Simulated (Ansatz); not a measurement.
# TiAl3: the cost of one run

Program: Ansatz 0.2.0. Level of theory: DFT PBEsol, scalar-relativistic, plane waves, PAW. These are calculated values, not measurements.

1 further run of the same task is left out (set aside as unsound or not needed).

**1. Starting point**

The structure is cubic, space group Pm-3m (No. 221). Conventional cell: a = 3.948 Å, b = 3.948 Å, c = 3.948 Å, α = 90.00°, β = 90.00°, γ = 90.00°. Around Ti (site symmetry m-3m) lie 12 Al at 2.79 Å. Around Al (site symmetry 4/mmm) lie 4 Ti at 2.79 Å and 8 Al at 2.79 Å.

Structure file:

```
CELL_PARAMETERS angstrom
3.94834 0.00000 0.00000
0.00000 3.94834 0.00000
0.00000 0.00000 3.94834
ATOMIC_POSITIONS crystal
Ti 0.00000 0.00000 0.00000
Al 0.50000 0.50000 0.00000
Al 0.50000 0.00000 0.50000
Al 0.00000 0.50000 0.50000
```

It goes back to an entry of the Materials Project, which need not be the stable form.

It is the result of an earlier relaxation at this level (volume 15.39 Å³/atom; gap on the mesh: none (metal)).

**2. The bulk in the plane's own cell**

The same crystal, re-cut so that c stands normal to the (001) plane; its mesh matches that of the cells to come, so errors of the mesh cancel.

input.yaml reads:

```yaml
crystal:
  lattice:
    - [3.9483448106, 0.0, 0.0]
    - [0.0, 3.9483448106, 0.0]
    - [0.0, 0.0, 3.9483448106]
  atoms:
    - { symbol: Ti, position: [0.0, 0.0, 0.0] }
    - { symbol: Al, position: [0.5, 0.5, 0.0] }
    - { symbol: Al, position: [0.5, 0.0, 0.5] }
    - { symbol: Al, position: [0.0, 0.5, 0.5] }
basis:
  ecutwfc: 420
kpoints:
  mp_grid: { grid: [8, 8, 8] }
hamiltonian:
  xc: pbesol
scf:
  occupations: { method: gaussian, width: 0.1 }
output:
  forces: true
  stress: true
  eigenvalues: true
```

The run is started by

```sh
$ ansatz run input.yaml --threads 4 --pin off --max-ram 11264MiB --backend cpu --events-out ev --progress --plain --runs-dir out
```

What time and memory should one allow on 4 threads of AMD EPYC 7R43 (Zen 3), shared host?

About 1.2 s, with a peak of 0.39 GiB.
